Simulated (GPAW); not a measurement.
# ZnO (zincite) (P6_3mc) in GPAW: single point with PBE

Aim: the single point of ZnO (zincite) with PBE.

Program: GPAW 26.7.0. These are calculated values, not measurements. Logs are shortened: lines on timing, memory, paths and dates and some standing lists are left out, and cuts for length are marked. The log counts tension as positive stress, the text compression.

**Experimental background.**

From “Electronic structure of alkaline earth and post-transition metal oxides”, 2009, arxiv:0908.1581, for a bulk crystal of ZnO: band gap 3.37 eV.

The runs below are set against these values where they give the same quantity.

## Step 1: Starting point

Symmetry: P6_3mc, No. 186, hexagonal system. Conventional cell: a = 3.249 Å, b = 3.249 Å, c = 5.206 Å, α = 90.00°, β = 90.00°, γ = 120.00°. Around Zn (site symmetry 3m) lie 4 O at 1.97 to 1.98 Å. O (site symmetry 3m) has 4 Zn at 1.97 to 1.98 Å as nearest neighbours.

## Step 2: Single point, PBE

run.py

```python
from ase.dft.bandgap import bandgap
from ase.io import read, write
from ase.units import GPa
from gpaw import GPAW, PW

atoms = read('POSCAR')

calc = GPAW(mode=PW(650),
            xc='PBE',
            kpts={'size': (8, 8, 4), 'gamma': True},
            occupations={'name': 'fermi-dirac', 'width': 0.05},
            nbands=31,
            maxiter=120,
            txt='gpaw.txt')
atoms.calc = calc
energy = atoms.get_potential_energy()
forces = atoms.get_forces()
stress = atoms.get_stress()
calc.write('gs.gpw')
write('result.traj', atoms)
print(f'Energy: {energy:.6f} eV')
print('Forces (eV/A):')
print(forces.round(4))
print('Stress (GPa):', (stress / GPa).round(3))
print('Fermi level:', round(calc.get_fermi_level(), 4), 'eV')
print(f'Gap: {bandgap(calc)[0]:.4f} eV, direct: {bandgap(calc, direct=True)[0]:.4f} eV')
```

POSCAR

```
ZnO
1.0
    3.2493080000      0.0000000000      0.0000000000
   -1.6246540000      2.8139832727      0.0000000000
    0.0000000000      0.0000000000      5.2057090000
Zn O
2 2
Direct
    0.6666666667      0.3333333333      0.0000000000
    0.3333333333      0.6666666667      0.5000000000
    0.3333333333      0.6666666667      0.8790100000
    0.6666666667      0.3333333333      0.3790100000
```

Potentials or basis: GPAW PAW data sets (gpaw-data 1.2.1), pw.

Run with:

```
$ OMP_NUM_THREADS=1 python run.py
```

gpaw.txt:

```text
__  _  _
 | _ |_)|_||  |
 |__||  | ||/\| - 26.7.0

Input parameters:
  mode=PW(ecut=650.0),
  kpts=MonkhorstPack(size=(8, 8, 4), gamma=True),
  maxiter=120,
  nbands=31,
  occupations=Occupations(name='fermi-dirac', width=0.05),
  xc=XC(name='PBE')

Diagonalizing LCAO Hamiltonian
Converting LCAO to pw mode

        O

        Zn

           O

           Zn

Atoms  # Å, Bohr magnetons
|   | symbol |         x |        y |        z |    initial magnetic moments |
|---|--------|-----------|----------|----------|-----------------------------|
| 0 |     Zn |  1.624654 | 0.937994 | 0.000000 | ( 0.0000,  0.0000,  0.0000) |
| 1 |     Zn | -0.000000 | 1.875989 | 2.602854 | ( 0.0000,  0.0000,  0.0000) |
| 2 |      O | -0.000000 | 1.875989 | 4.575870 | ( 0.0000,  0.0000,  0.0000) |
| 3 |      O |  1.624654 | 0.937994 | 1.973016 | ( 0.0000,  0.0000,  0.0000) |

Unit cell  # Å
| periodic |         x |        y |        z |  lengths |     angles |
|----------|-----------|----------|----------|----------|------------|
|      yes |  3.249308 | 0.000000 | 0.000000 | 3.249308 |  90.000000 |
|      yes | -1.624654 | 2.813983 | 0.000000 | 3.249308 |  90.000000 |
|      yes |  0.000000 | 0.000000 | 5.205709 | 5.205709 | 120.000000 |

Number of symmetries: 6
Symmetry operations  # r_c * U_cc + t_c -> r_c
|   | kind |            matrix            |
|---|------|------------------------------|
| 0 |  σ   |  1, 1, 0,  0,-1, 0,  0, 0, 1 |
| 1 |  E   |  1, 0, 0,  0, 1, 0,  0, 0, 1 |
| 2 |  C3  |  0, 1, 0, -1,-1, 0,  0, 0, 1 |
| 3 |  σ   |  0,-1, 0, -1, 0, 0,  0, 0, 1 |
| 4 |  σ   | -1, 0, 0,  1, 1, 0,  0, 0, 1 |
| 5 |  C3  | -1,-1, 0,  1, 0, 0,  0, 0, 1 |

BZ-sampling:
  Number of BZ points: 256
  Number of IBZ points: 35

  Monkhorst-Pack size: [8, 8, 4]
  Monkhorst-Pack shift: [0.0625, 0.0625, 0.125]

K-points  # in reciprocal-cell coordinates
|     |                                coordinates |     weight |
|-----|--------------------------------------------|------------|
|   0 | (  0.00000000,   0.00000000,   0.00000000) | 0.00390625 |
|   1 | (  0.00000000,   0.00000000,   0.25000000) | 0.00781250 |
|   2 | (  0.00000000,   0.00000000,   0.50000000) | 0.00390625 |
|   3 | (  0.12500000,   0.00000000,  -0.25000000) | 0.02343750 |
|   4 | (  0.12500000,   0.00000000,   0.00000000) | 0.02343750 |
|   5 | (  0.12500000,   0.00000000,   0.25000000) | 0.02343750 |
|   6 | (  0.12500000,   0.00000000,   0.50000000) | 0.02343750 |
|   7 | (  0.25000000,  -0.12500000,   0.00000000) | 0.02343750 |
|   8 | (  0.25000000,  -0.12500000,   0.25000000) | 0.04687500 |
|   9 | (  0.25000000,  -0.12500000,   0.50000000) | 0.02343750 |
| ... |                                            |            |
|  34 | (  0.50000000,   0.50000000,   0.50000000) | 0.01171875 |

Plane wave coefficients: 1822
Cutoff: 650.0 eV

Spin-components: 1 (collinear spins)
Bands:           31
Projectors:      22
Spin-degeneracy: 2
Datatype:        complex128

Parallelization:
  kpt:    1
  domain: 1
  band:   1

Density:
  Valence electrons: 36.0
  Components: 1
  Grid points: [20 20 32]
  Charge: 0.0  # |e|

Potential:
  Grid points: [20 20 32]

species:
  Zn:
    name:    Zinc
    Z:       30.0
    valence: 12
    core:    18
    charge:  0.0  # [|e|]
    compensation charges:
      type: gauss
      rc: 0.37  # [Å]
      lmax: 2
    cutoffs:
      filter: 2.14  # [Å]
      core: 2.28  # [Å]
    projectors
    | kind |    occ | energy [eV] | rcut [Å] |
    |------|--------|-------------|----------|
    |   4s |  2.000 |      -5.977 |    1.286 |
    |   4p |  0.000 |      -1.117 |    1.270 |
    |   3d | 10.000 |     -10.142 |    1.180 |
    |    s |        |      21.234 |    1.286 |
    |    p |        |      26.095 |    1.270 |
    |    d |        |      17.070 |    1.180 |

    Using partial waves for Zn as LCAO basis

  O:
    name:    Oxygen
    Z:       8.0
    valence: 6
    core:    2
    charge:  0.0  # [|e|]
    compensation charges:
      type: gauss
      rc: 0.21  # [Å]
      lmax: 2
    cutoffs:
      filter: 1.17  # [Å]
      core: 0.83  # [Å]
    projectors
    | kind |    occ | energy [eV] | rcut [Å] |
    |------|--------|-------------|----------|
    |   2s |  2.000 |     -23.961 |    0.688 |
    |   2p |  4.000 |      -9.029 |    0.598 |
    |    s |        |       3.251 |    0.688 |
    |    p |        |      18.182 |    0.598 |
    |    d |        |       0.000 |    0.619 |

    Using partial waves for O as LCAO basis

Reference energy: -101804.357908  # eV

eigensolver:
  PPCG
  Converge bands: occupied
  niter=2

density mixing:
  MSR1-Mixer
  Pratt-step length: 0.05
  Maximum mixing coefficient: 0.75
  Old densities: 10
  SVD Regularization: 0.005
  Good broyden scale: 1.0
  Trust region scale: 1.0
  Backstep threshold: 4.0
  History deletion threshold: 6.0
  Fourier metric: weight=20.0, sigma=0.015

occupation numbers:
  Fermi-Dirac:
    width: 0.0500  # eV

poisson solver:
  ecut: 5200.0  # eV

xc functional:
  name: PBE with 2 nearest neighbor stencil

convergence criteria:
- Maximum [total energy] change in last 3 cyles: 0.0005 eV / valence electron
- Maximum integral of absolute [dens]ity change: 0.0001 electrons / valence electron
- Maximum integral of absolute [eigenst]ate change: 4e-08 eV^2 / valence electron
maximum number of iterations: 120

SCF iterations
|iter     | |      energy | eigst |  dens |
|---------|-|-------------|-------|-------|
|iter:   1| |  -21.527303 | +0.29 |       |
|iter:   2| |  -20.625138 | -1.52 | -0.98 |
|iter:   3| |  -18.419145 | -0.45 | -1.04 |
|iter:   4| |  -18.415568 | -3.02 | -1.62 |
|iter:   5| |  -18.420753c| -2.64 | -1.87 |
|iter:   6| |  -18.420872c| -4.46 | -2.93 |
|iter:   7| |  -18.421001c| -5.21 | -3.29 |
|iter:   8| |  -18.421027c| -5.62 | -3.65 |
|iter:   9| |  -18.421027c| -7.17 | -4.44c|
|iter:  10| |  -18.421027c| -8.21c| -4.82c|

Converged in 10 steps
Energy contributions relative to reference atoms: (reference = -101804.357908)

Energy contributions:
  Kinetic:          42.834815
  Coulomb:         -37.430603
  Zero:              0.321832
  External:          0.000000
  Xc:              -24.147068
  Entropy:          -0.000005
  Spinorbit:         0.000000
  ----------------------------
  Free energy:     -18.421029
  Extrapolated:    -18.421027

dipole moment: (-0.000000, 0.000001, -8.252631)  # |e|*Ang

Fermi level: 4.345
Eigenvalues  # (at kpt = [0.000, 0.000, 0.000])
| band index |      eig [eV] | occ [0-2] |
|------------|---------------|-----------|
|          0 |       -14.136 |     2.000 |
|        ... |               |           |
|         10 |        -0.366 |     2.000 |
|         11 |        -0.366 |     2.000 |
|         12 |        -0.099 |     2.000 |
|         13 |         3.107 |     2.000 |
|         14 |         3.107 |     2.000 |
|         15 |         3.843 |     2.000 |
[... 8 lines left out ...]
|         24 |        18.037 |     0.000 |
|         25 |        18.037 |     0.000 |
|        ... |               |           |
|         30 |        23.813 |     0.000 |

Gap: 0.796 eV
Transition (v -> c):
  (s=0, k=0, n=17, [0.00, 0.00, 0.00]) -> (s=0, k=0, n=18, [0.00, 0.00, 0.00])
No difference between direct/indirect transitions

Forces  # eV/Ang
|        x |       y |        z |
|----------|---------|----------|
| -0.00000 | 0.00000 | -0.07285 |  # Zn   0
|  0.00000 | 0.00000 | -0.07286 |  # Zn   1
| -0.00000 | 0.00000 |  0.07170 |  # O    2
|  0.00000 | 0.00000 |  0.07170 |  # O    3

Stress tensor  # eV/Ang^3
|         x |         y |         z |
|-----------|-----------|-----------|
| -0.017005 |  0.000000 | -0.000000 |
|  0.000000 | -0.017005 | -0.000000 |
| -0.000000 | -0.000000 | -0.027749 |

# Writing to gs.gpw (mode='')
```

Run time: 34 s. Hardware: 1 thread of Arm Neoverse V1, shared host; peak memory 0.18 GiB.

What came out:

```
Free energy            : -18.4210 eV
Pressure               : 3.3 GPa
Largest force          : 0.073 eV/Å
Band gap on the k mesh : 0.80 eV, direct
```

Forces in eV/Å, atoms in the order of the input:
```
Zn   0.000  0.000 -0.073
Zn   0.000  0.000 -0.073
O    0.000  0.000  0.072
O    0.000  0.000  0.072
```

Stress tensor (GPa, compression positive):
```
2.72 0.00 0.00
0.00 2.72 0.00
0.00 0.00 4.45
```

Levels at points of the mesh, in eV from the valence-band top:
```
           k point  band 15  band 16  band 17  band 18  band 19  band 20  band 21  band 22
(0.00, 0.00, 0.00)    -0.81    -0.07     0.00     0.00     0.80     5.22     8.26    12.85
(0.00, 0.00, 0.50)    -0.40    -0.40    -0.40    -0.40     3.46     3.46    10.12    10.12
(0.50, 0.50, 0.00)    -2.81    -2.28    -1.27    -0.82     5.78     6.87     7.62     8.48
(0.50, 0.50, 0.50)    -1.50    -1.50    -1.35    -1.35     5.72     5.72     8.42     8.42
```

Caveat: the cutoff is short for stress and forces, so pressures can be off by a GPa or more.

## Step 3: Comparison with measurements

Step 2. Measured gap of ZnO: 3.37 eV (quoted in “Electronic structure of alkaline earth and post-transition metal oxides”, 2009, arxiv:0908.1581). This calculation gives 0.80 eV (-2.57 eV). So large a miss can be the level of theory's own, or it may mean another phase, state or a wrong row. The value is that of PBE, without temperature or zero-point motion. Semilocal functionals fall short of measured gaps as a rule.
